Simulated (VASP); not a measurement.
# Pt (Fm-3m) in VASP: elastic constants with PBE

Aim: the elastic constants of Pt with PBE.

Everything below comes from runs of VASP 6.6.1. Logs are shortened: lines on timing, memory, paths and dates and some standing lists are left out, and cuts for length are marked.

## 1. The structure

It takes space group Fm-3m (No. 225, cubic). Conventional cell: a = 3.943 Å, b = 3.943 Å, c = 3.943 Å, α = 90.00°, β = 90.00°, γ = 90.00°. Pt (site symmetry m-3m) is surrounded by 12 Pt at 2.79 Å.

## 2. Elastic constants, PBE

POSCAR reads:

```
Pt
1.0
    0.0000000000      1.9715751800      1.9715751800
    1.9715751800      0.0000000000      1.9715751800
    1.9715751800      1.9715751800      0.0000000000
Pt
1
Direct
    0.0000000000      0.0000000000      0.0000000000
```

INCAR.step1 reads:

```
SYSTEM = Pt
PREC = Accurate
ENCUT = 600
EDIFF = 1E-8
ISMEAR = 0
SIGMA = 0.1
LREAL = .False.
LASPH = .True.
NELM = 100
ALGO = Normal
ISIF = 3
LWAVE = .False.
LCHARG = .False.
GGA = PE
IBRION = 2
NSW = 40
EDIFFG = -0.002
```

INCAR.step2 reads:

```
SYSTEM = Pt
PREC = Accurate
ENCUT = 600
EDIFF = 1E-8
ISMEAR = 0
SIGMA = 0.1
LREAL = .False.
LASPH = .True.
NELM = 100
ALGO = Normal
ISIF = 3
LWAVE = .False.
LCHARG = .False.
GGA = PE
IBRION = 6
NFREE = 2
POTIM = 0.015
NSW = 1
```

KPOINTS reads:

```
Automatic mesh
0
Gamma
  18 18 18
  0 0 0
```

Potentials or basis: VASP PAW PBE potentials, release 64 (Pt).

On the command line:

```sh
$ cat potpaw_PBE.64/Pt/POTCAR > POTCAR
$ cp INCAR.step1 INCAR
$ mpirun -np 1 vasp_std > vasp.out
$ cp CONTCAR POSCAR
$ cp INCAR.step2 INCAR
$ mpirun -np 1 vasp_std > vasp.out
```

OUTCAR:

```text
SYSTEM = Pt
   PREC = Accurate
   ENCUT = 600
   EDIFF = 1E-8
   ISMEAR = 0
   LREAL = .False.
   LASPH = .True.
   NELM = 100
   ISIF = 3
   GGA = PE
   IBRION = 6
   NFREE = 2
   POTIM = 0.015
   NSW = 1

 ion  position               nearest neighbor table
   1  0.000  0.000  0.000-

  LATTYP: Found a face centered cubic cell.
 ALAT       =     3.9677868643

  Lattice vectors:

 A1 = (   0.0000000000,   1.9838934321,   1.9838934321)
 A2 = (   1.9838934321,   0.0000000000,   1.9838934321)
 A3 = (   1.9838934321,   1.9838934321,   0.0000000000)

Analysis of symmetry for initial positions (statically):
=====================================================================
 Subroutine PRICEL returns:
 Original cell was already a primitive cell.

 Routine SETGRP: Setting up the symmetry group for a
 face centered cubic supercell.

 Subroutine GETGRP returns: Found 48 space group operations
 (whereof 48 operations were pure point group operations)
 out of a pool of 48 trial point group operations.

The static configuration has the point symmetry O_h .

Analysis of symmetry for dynamics (positions and initial velocities):
=====================================================================
 Subroutine PRICEL returns:
 Original cell was already a primitive cell.

 Routine SETGRP: Setting up the symmetry group for a
 face centered cubic supercell.

 Subroutine GETGRP returns: Found 48 space group operations
 (whereof 48 operations were pure point group operations)
 out of a pool of 48 trial point group operations.

The dynamic configuration has the point symmetry O_h .

 Subroutine INISYM returns: Found 48 space group operations
 (whereof 48 operations are pure point group operations),
 and found     1 'primitive' translations

----------------------------------------------------------------------------------------

                                     Primitive cell

  volume of cell :      15.6165

  direct lattice vectors                    reciprocal lattice vectors
     0.000000000  1.983893432  1.983893432    -0.252029666  0.252029666  0.252029666
     1.983893432  0.000000000  1.983893432     0.252029666 -0.252029666  0.252029666
     1.983893432  1.983893432  0.000000000     0.252029666  0.252029666 -0.252029666

  length of vectors
     2.805648998  2.805648998  2.805648998     0.436528187  0.436528187  0.436528187

  position of ions in fractional coordinates (direct lattice)
     0.000000000  0.000000000  0.000000000

  ion indices of the primitive-cell ions
   primitive index   ion index
                 1           1

----------------------------------------------------------------------------------------

 KPOINTS: Automatic mesh

Automatic generation of k-mesh.
 Grid dimensions read from file:
 generate k-points for:   18   18   18

 Generating k-lattice:

  Cartesian coordinates                     Fractional coordinates (reciprocal lattice)
    -0.014001648  0.014001648  0.014001648     0.055555556  0.000000000  0.000000000
     0.014001648 -0.014001648  0.014001648     0.000000000  0.055555556  0.000000000
     0.014001648  0.014001648 -0.014001648     0.000000000  0.000000000  0.055555556

  Length of vectors
     0.024251566  0.024251566  0.024251566

  Shift w.r.t. Gamma in fractional coordinates (k-lattice)
     0.000000000  0.000000000  0.000000000

 Subroutine IBZKPT returns following result:
 ===========================================

 Found    195 irreducible k-points:

 Following reciprocal coordinates:
            Coordinates               Weight
  0.000000  0.000000  0.000000      1.000000
  0.055556  0.000000  0.000000      8.000000
  0.111111  0.000000  0.000000      8.000000
  0.166667  0.000000  0.000000      8.000000
  0.222222  0.000000  0.000000      8.000000
  0.277778  0.000000  0.000000      8.000000
[... 16 lines left out ...]
 -0.277778  0.055556  0.000000     24.000000
 -0.222222  0.055556  0.000000     24.000000
 [... further k-points ...]
   k-points           NKPTS =    195   k-points in BZ     NKDIM =    195   number of bands    NBANDS=      9
   number of dos      NEDOS =    301   number of ions     NIONS =      1
   total plane-waves  NPLWV =  13824
   dimension x,y,z NGX =    24 NGY =   24 NGZ =   24
[... 30 lines left out ...]
   EFERMI_NEDOS =   21; number of points for ismear=-14 and -15
   IALGO  =     38    algorithm
   IMIX   =      4    mixing-type and parameters
     AMIX     =   0.40;   BMIX     =  1.00
     AMIX_MAG =   1.60;   BMIX_MAG =  1.00
  volume/ion in A,a.u.               =      15.62       105.39
  Fermi-wavevector in a.u.,A,eV,Ry     =   1.411063  2.666523 27.090555  1.991100
  Thomas-Fermi vector in A             =   2.532953
   LORBIT       =      0    0 simple, 1 ext, 2 COOP (PROOUT), +10 PAW based schemes
   GGA     = PE    functional components
   LHFCALC =     F    Hartree Fock is set to
   AEXX    =    0.0000 exact exchange contribution
   IVDW    =     0    specifies the selected vdW correction
   LEPSILON=     F    determine dielectric tensor
   LRPA    =     F    only Hartree local field effects (RPA)
 finite differences with symmetry
 non-spin polarized calculation
 Gauss-broadening in eV      SIGMA  =   0.10
  energy-cutoff  :      600.00
  volume of cell :       15.62
 maximum number of plane-waves:       544
   NGX = 11   NGY = 11   NGZ = 11

--------------------------------------- Ionic step        1  -------------------------------------------

 number of electron      10.0000002 magnetization

 Free energy of the ion-electron system (eV)
  ---------------------------------------------------
  ext. energy  EPLUGINS =         0.00000000
  ---------------------------------------------------
  free energy    TOTEN  =        -6.10024408 eV

  energy without entropy =       -6.08899887  energy(sigma->0) =       -6.09462148

------------------------ aborting loop because EDIFF is reached ----------------------------------------

  FORCE on cell =-STRESS in cart. coord.  units (eV):
  Direction    XX          YY          ZZ          XY          YZ          ZX
  --------------------------------------------------------------------------------------
  -------------------------------------------------------------------------------------
  Total        0.0026839      0.0026839      0.0026839      0.0000000     -0.0000000      0.0000000
  in kB        0.2753530      0.2753530      0.2753530      0.0000000     -0.0000000      0.0000000
  external PRESSURE =       0.2753530 kB  Pullay stress =       0.0000000 kB
[... 86 lines left out ...]
  FREE ENERGIE OF THE ION-ELECTRON SYSTEM (eV)
  ---------------------------------------------------
  free  energy   TOTEN  =        -6.0967725009 eV

  energy  without entropy=       -6.0858831797  energy(sigma->0) =       -6.09132784

[... ionic steps 4 to 12 ...]

--------------------------------------- Ionic step       13  -------------------------------------------

 number of electron      10.0000001 magnetization

------------------------ aborting loop because EDIFF is reached ----------------------------------------
[... 65 lines left out ...]
--------------------------------------- Ionic step       15  -------------------------------------------

 number of electron      10.0000001 magnetization

 Free energy of the ion-electron system (eV)
  ---------------------------------------------------
  ext. energy  EPLUGINS =         0.00000000
  ---------------------------------------------------
  free energy    TOTEN  =        -6.10024393 eV

  energy without entropy =       -6.08899872  energy(sigma->0) =       -6.09462133

 E-fermi :  10.6059     XC(G=0): -13.2819

 val. band max:       10.6056027726   @ k =  -0.3333   0.3889   0.1111
 cond. band min:      10.6167427536   @ k =   0.4444   0.1111   0.0000
 fundamental gap:      0.0111399811
 Fermi energy:        10.6058958059

 k-point     1 :       0.0000    0.0000    0.0000
  band No.  band energies     occupation
      1       0.7770      2.00000
      2       7.0256      2.00000
      3       7.0256      2.00000
      4       7.0256      2.00000
      5       9.0594      2.00000
      6       9.0594      2.00000
      7      25.3375      0.00000
      8      30.1068      0.00000
      9      30.1068      0.00000
[... 265 lines left out ...]
 k-point    24 :      -0.2222    0.0556    0.0000
  band No.  band energies     occupation
      1       2.7666      2.00000
      2       6.5636      2.00000
      3       7.3990      2.00000
      4       7.4626      2.00000
      5       8.8832      2.00000
      6       9.5236      2.00000
      7      24.0953      0.00000
      8      27.0777      0.00000
      9      31.3065      0.00000

 [... further k-points ...]

------------------------ aborting loop because EDIFF is reached ----------------------------------------

  FORCE on cell =-STRESS in cart. coord.  units (eV):
  Direction    XX          YY          ZZ          XY          YZ          ZX
  --------------------------------------------------------------------------------------
  -------------------------------------------------------------------------------------
  Total        0.0026675      0.0026675      0.0026675      0.0000000     -0.0000000      0.0000000
  in kB        0.2736738      0.2736738      0.2736738      0.0000000     -0.0000000      0.0000000
  external PRESSURE =       0.2736738 kB  Pullay stress =       0.0000000 kB
[... 16 lines left out ...]
  FREE ENERGIE OF THE ION-ELECTRON SYSTEM (eV)
  ---------------------------------------------------
  free  energy   TOTEN  =        -6.1002439281 eV

  energy  without entropy=       -6.0889987225  energy(sigma->0) =       -6.09462133

 INTERNAL STRAIN TENSORS FROM STRAINED CELLS
 ============================================

 INTERNAL STRAIN TENSOR FOR ION    1 for displacements in x,y,z  (eV/Angst):
          X           Y           Z          XY          YZ          ZX
  --------------------------------------------------------------------------------
  x    -0.00000    -0.00000     0.00000     0.00000     0.00000    -0.00000
  y    -0.00000    -0.00000     0.00000     0.00000     0.00000     0.00000
  z     0.00000     0.00000    -0.00000     0.00000    -0.00000     0.00000

 INTERNAL STRAIN TENSORS FROM DISPLACED ATOMS
 ============================================

 INTERNAL STRAIN TENSOR FOR ION    1 for displacements in x,y,z  (eV/Angst):
          X           Y           Z          XY          YZ          ZX
  --------------------------------------------------------------------------------
  x     0.00000     0.00000     0.00000     0.00000     0.00000     0.00000
  y     0.00000     0.00000     0.00000     0.00000     0.00000     0.00000
  z     0.00000     0.00000     0.00000     0.00000     0.00000     0.00000

 Eigenvectors and eigenvalues of the dynamical matrix
 ----------------------------------------------------

   1 f/i=    0.000000 THz     0.000000 2PiTHz    0.000000 cm-1     0.000000 meV
             X         Y         Z           dx          dy          dz
      0.000000  0.000000  0.000000     1.000000    0.000000    0.000000

   2 f/i=    0.000000 THz     0.000000 2PiTHz    0.000000 cm-1     0.000000 meV
             X         Y         Z           dx          dy          dz
      0.000000  0.000000  0.000000     0.000000    1.000000    0.000000

   3 f/i=    0.000000 THz     0.000000 2PiTHz    0.000000 cm-1     0.000000 meV
             X         Y         Z           dx          dy          dz
      0.000000  0.000000  0.000000     0.000000    0.000000    1.000000

--------------------------------------------------------------------------------------------------------

 ELASTIC MODULI CONTR FROM IONIC RELAXATION (kBar)
 Direction    XX          YY          ZZ          XY          YZ          ZX
 --------------------------------------------------------------------------------
 XX           0.0000      0.0000      0.0000      0.0000      0.0000      0.0000
 YY           0.0000      0.0000      0.0000      0.0000      0.0000      0.0000
 ZZ           0.0000      0.0000      0.0000      0.0000      0.0000      0.0000
 XY           0.0000      0.0000      0.0000      0.0000      0.0000      0.0000
 YZ           0.0000      0.0000      0.0000      0.0000      0.0000      0.0000
 ZX           0.0000      0.0000      0.0000      0.0000      0.0000      0.0000
 --------------------------------------------------------------------------------

 TOTAL ELASTIC MODULI (kBar)
 Direction    XX          YY          ZZ          XY          YZ          ZX
 --------------------------------------------------------------------------------
 XX        3051.0026   2220.0547   2220.0547     -0.0000      0.0000     -0.0000
 YY        2220.0547   3051.0026   2220.0547     -0.0000     -0.0000     -0.0000
 ZZ        2220.0547   2220.0547   3051.0026      0.0000      0.0000      0.0000
 XY          -0.0000     -0.0000      0.0000    596.7120      0.0000     -0.0000
 YZ           0.0000     -0.0000      0.0000      0.0000    596.7120      0.0000
 ZX          -0.0000     -0.0000      0.0000     -0.0000      0.0000    596.7120
 --------------------------------------------------------------------------------
```

Run time: 6.7 min. Hardware: 1 thread of Intel Xeon 6975P-C (Granite Rapids), shared host; peak memory 0.6 GiB.

What came out:

| Quantity | Value |
| --- | --- |
| Relaxed volume | 15.62 Å³/atom |
| Relaxed cell | a = 2.806 Å, b = 2.806 Å, c = 2.806 Å, α = 60.00°, β = 60.00°, γ = 60.00° |
| Space group after relaxing (to 0.05 Å) | Fm-3m (No. 225) |
| Elastic constants C11, C12, C44 | 305, 222, 60 GPa |
| Voigt bulk modulus | 250 GPa |

Step by step:
```
step  energy change (eV)  largest force (eV/Å)  pressure (GPa)  volume (Å³)
   1              0.0000                0.0000            4.93        15.33
   2              0.0229                0.0000          -10.62        16.40
   3             -0.0043                0.0000           -0.08        15.62
   4             -0.0043                0.0000            0.02        15.62
```

Final structure:
```yaml
crystal:
  lattice:
    - [0.00000, 1.98389, 1.98389]
    - [1.98389, 0.00000, 1.98389]
    - [1.98389, 1.98389, 0.00000]
  atoms:
    - { symbol: Pt, position: [0.00000, 0.00000, 0.00000] }
```

Elastic tensor in Voigt notation (GPa, in the Cartesian axes of the cell as first typed):
```
305 222 222   0   0   0
222 305 222   0   0   0
222 222 305   0   0   0
  0   0   0  60   0   0
  0   0   0   0  60   0
  0   0   0   0   0  60
```

Clamped-ion elastic tensor (GPa):
```
305 222 222   0   0   0
222 305 222   0   0   0
222 222 305   0   0   0
  0   0   0  60   0   0
  0   0   0   0  60   0
  0   0   0   0   0  60
```

The run has no spin-orbit coupling, so splittings on Pt are missing.
